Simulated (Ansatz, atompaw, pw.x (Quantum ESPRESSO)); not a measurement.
## Equation-of-state test of one PAW (atompaw) potential (Ba)

Ba (Z = 56), PAW, made with atompaw 4.2.0.5 (PBE, scalar-relativistic). Core [Kr] 4d10, reference 5s2 5p6 5d0 6s2 6p0. Waves: 5s (bound): rc 2.35 bohr; 6s (bound): rc 2.54 bohr; 5p (bound): rc 3.00 bohr; 6p (bound, empty): rc 2.65 bohr; 5d (bound, empty): rc 3.00 bohr; 5d channel at 3.6 Ry: rc 3.00 bohr. Local part: bessel scheme, radius 2.80 bohr. Core correction: smooth core density matched at 1.60 bohr. Augmentation charge: gaussian compensation charge, radius 2.85 bohr; PAW radius 3.00 bohr; waves and projectors: custom rrkj vanderbiltortho.

Crystal test: diamond Ba in pw.x 7.5, no spin, 8³ k-points, Fermi–Dirac smearing 0.01 Ry, cutoffs 40/400 Ry. The reference is all-electron LAPW (Ansatz 0.2.0) with the same functional, mesh and smearing; V0 and B0 come from Birch–Murnaghan fits to the pressures at five volumes. Errors are pseudo minus all-electron; Δ is the rms difference of the E(V) curves that follow from these fits, minima aligned, over ±6 % about the mean V0. Mesh and smearing are coarse, so the numbers serve the comparison and aren't converged zero-temperature values; the lattice is a test structure that the element need not adopt.

```csv
V (Å³/atom),P all-electron (GPa),P pseudo (GPa)
54.979,0.38,1.19
56.426,0.16,0.88
57.873,-0.01,0.63
59.320,-0.13,0.44
60.767,-0.22,0.29
```

All-electron: a0 = 7.733 Å (V0 = 57.81 Å³/atom), B0 = 5.8 GPa.

Pseudopotential: mean pressure error (GPa): +0.65. The pressure does not cross zero within the volumes sampled, so no fit is given. This is a poor potential for the solid.

**Question.** At the middle volume, how do free energy and pressure move when the wave cutoff is lowered (ecutrho held at 400 Ry)?

**Answer.**

| cutoff (Ry) | shift of F (meV/atom) | shift of P (GPa) |
| --- | --- | --- |
| 18 | +5.2 | -0.02 |
| 24 | +1.5 | -0.01 |
| 32 | +0.4 | -0.00 |

The 8 pw.x runs together took about 5.4 min on one core of a shared server CPU.
